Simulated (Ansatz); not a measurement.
**Is this AgCl structure stable?**

The cell was found from a structure generator's guess, not taken from experiment.

All numbers below come from DFT PBE, scalar-relativistic, plane waves, PAW (Ansatz). Settings of the last relaxation (2-atom cell): 420 eV, 12×12×12 k points, Gaussian smearing of 0.02 eV, no spin polarisation.

```yaml
crystal:
  lattice:
    - [0.00000, 3.02972, 3.02972]
    - [3.02972, 0.00000, 3.02972]
    - [3.02972, 3.02972, 0.00000]
  atoms:
    - { symbol: Ag, position: [0.75000, 0.75000, 0.75000] }
    - { symbol: Cl, position: [0.50000, 0.50000, 0.50000] }
```

The zero of energy is the elements' standard structures at the same level (Cl₂ as a molecule); no fitted shifts are applied.

Question: These tests were run: energy against the elements; phonons at Γ. What do they show?

Answer:

```csv
test,result
energy against the elements,−0.476 eV/atom
phonons at Γ,lowest optical mode 119 cm⁻¹
```

It fails none of these tests. Other phases of the system weren't compared here, so this isn't yet thermodynamic stability. Phonons away from Γ weren't computed.

The end has R3m (No. 160) at a tolerance of 0.01 Å; the cell shown is made exact in the group found at 0.02 Å. The run for the phonons used a 12×12×12 k mesh.
